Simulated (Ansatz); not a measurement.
# Pt: the cost of one run

Method: DFT PBE, scalar-relativistic, plane waves, PAW, in Ansatz 0.2.0.

This is Pt in the bcc structure; at room conditions it is fcc.

1 further run of the same task is left out (it didn't finish).

### Step 1. The starting structure

Symmetry: Im-3m, No. 229, cubic system. Conventional cell: a = 3.168 Å, b = 3.168 Å, c = 3.168 Å, α = 90.00°, β = 90.00°, γ = 90.00°. Around Pt (site symmetry m-3m) lie 8 Pt at 2.74 Å.

As a file:

```cif
data_structure
_symmetry_space_group_name_H-M 'Im-3m'
_symmetry_Int_Tables_number 229
_cell_length_a 3.1684
_cell_length_b 3.1684
_cell_length_c 3.1684
_cell_angle_alpha 90.000
_cell_angle_beta 90.000
_cell_angle_gamma 90.000
_cell_volume 31.81
loop_
_atom_site_label
_atom_site_type_symbol
_atom_site_symmetry_multiplicity
_atom_site_Wyckoff_symbol
_atom_site_fract_x
_atom_site_fract_y
_atom_site_fract_z
_atom_site_occupancy
Pt1 Pt 2 a 0.00000 0.00000 0.00000 1
```

It goes back to an entry of the Materials Project, which need not be the stable form.

No relaxation comes first: the listed cell is the starting point.

### Step 2. The undisturbed cell

File input.yaml:

```yaml
crystal:
  lattice:
    - [-1.58422, 1.58422, 1.58422]
    - [1.58422, -1.58422, 1.58422]
    - [1.58422, 1.58422, -1.58422]
  atoms:
    - { symbol: Pt, position: [0.0, 0.0, 0.0] }
basis:
  ecutwfc: 420
kpoints:
  mp_grid: { grid: [22, 22, 22] }
hamiltonian:
  xc: pbe
scf:
  occupations: { method: gaussian, width: 0.15 }
output:
  forces: true
  stress: true
  eigenvalues: true
  write_density: true
  write_potential: true
  elf: true
  volumetric_format: npy
```

On the command line:

```console
$ ansatz run input.yaml --threads 1 --pin off --max-ram 2560MiB --backend cpu --events-out ev --progress --plain --runs-dir out
```

Q: Estimate wall time and peak memory on 1 thread of Arm Neoverse V1, shared host.

About 4.8 s, with a peak of 0.33 GiB.
